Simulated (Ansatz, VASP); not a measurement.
One calculation of ZnH, two programs

```xyz
2
Lattice="0.0000 2.2159 2.2159 2.2159 0.0000 2.2159 2.2159 2.2159 0.0000" Properties=species:S:1:pos:R:3 pbc="T T T"
Zn    0.0000    0.0000    0.0000
H     1.1080    1.1080    1.1080
```

The cell was built by a generator and needn't be a form met in nature.

Alike in both runs: task band structure; functional LDA; k mesh 10 × 10 × 10; occupations fermi-dirac, width 0.05 eV; no spin polarisation.

```csv
,VASP,Ansatz
version,VASP 6.6.1,Ansatz 0.2.0
potentials or method,"VASP PAW LDA potentials, release 64 (Zn, H)",Ansatz PAW
plane-wave cutoff (eV),520,420
valence electrons in the cell,13,13
```

|  | VASP | Ansatz | Ansatz less VASP |
| --- | --- | --- | --- |
| gap on the k mesh at the Fermi level (eV) | none | none | - |
| pressure (GPa) | -4.9 | -5.2 | -0.30 |

A gap of «none» marks a metal or a gap that the smearing closes.

Caveats: the PAW data sets come from PBE, with cores solved anew for the run's functional, which leaves a small shift of forces and pressure (Ansatz).
